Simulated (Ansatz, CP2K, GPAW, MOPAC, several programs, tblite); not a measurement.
**TePb: cheap methods against density-functional theory**

Aim: run TePb through methods of unlike cost and see what each gets, and at what price.

Computed with MOPAC, tblite, CP2K, GPAW, Ansatz (versions at each run) (no spin polarisation, static lattice; gaps from single points on the cell relaxed beforehand with r²SCAN, unless a step's input says otherwise).

## (1) Starting point

The structure is cubic, space group F-43m (No. 216). Conventional cell: a = 7.283 Å, b = 7.283 Å, c = 7.283 Å, α = 90.00°, β = 90.00°, γ = 90.00°. Pb (site symmetry -43m) has 4 Te at 3.15 Å as nearest neighbours. Around Te (site symmetry -43m) lie 4 Pb at 3.15 Å.

As a file:

```
Pb Te
1.0
     0.00000    3.64149    3.64149
     3.64149    0.00000    3.64149
     3.64149    3.64149    0.00000
Pb Te
1 1
Direct
  0.00000 0.00000 0.00000
  0.25000 0.25000 0.25000
```

The structure type (zincblende) is imposed and need not be the compound's stable one.

**Question.** The methods are PM6, PM7, GFN1-xTB (tblite), GFN2-xTB (tblite), PBE/DZVP, PBE/single-zeta, PBE/SZV, coarse PBE, GLLB-SC, PBE, r2SCAN. What gap does r2SCAN give on this cell, and which other methods (full PBE left aside) come nearest to r2SCAN and farthest in gap, volume and bulk modulus?

| quantity | value |
| --- | --- |
| r2SCAN | gap 0.75 eV, 48.29 Å³/atom, B₀ 27 GPa |
| gap: nearest and farthest of the other methods | PBE/single-zeta (+0.05 eV), PM7 (+5.57 eV) |
| volume: nearest and farthest of the other methods | PBE/DZVP (+2.1 %), GFN2-xTB (tblite) (-11.3 %) |
| bulk modulus: nearest and farthest of the other methods | PBE/DZVP, PBE/SZV (about 10 % off); GFN1-xTB (tblite) (+129 %) |

**Reading.** Among the 9 methods compared for the gap (full PBE left aside), PBE/single-zeta is nearest to r2SCAN and PM7 farthest. Among the 4 methods compared for the volume (full PBE left aside), PBE/DZVP is nearest to r2SCAN and GFN2-xTB (tblite) farthest. For the bulk modulus (full PBE left aside), PBE/DZVP, PBE/SZV tie for nearest to r2SCAN; GFN1-xTB (tblite) is farthest. A minimal basis or a coarse cutoff and mesh shifts results by its own error, so closeness to r2SCAN can be chance. Cluster runs see only the k-points that fold onto the zone centre, so their gaps can miss the band edges. GLLB-SC is compared with its derivative discontinuity added. No volume is given for PM6, PM7, PBE/single-zeta, coarse PBE, which can hide a larger miss. CPU times run from 0.89 s (coarse PBE) to 12 s (GLLB-SC). On this cell GLLB-SC cost more than r2SCAN itself (8.4 s), so it is no saving here. r2SCAN is a yardstick, not the truth: it usually gives gaps below the measured ones. Spin-orbit coupling is left out throughout.
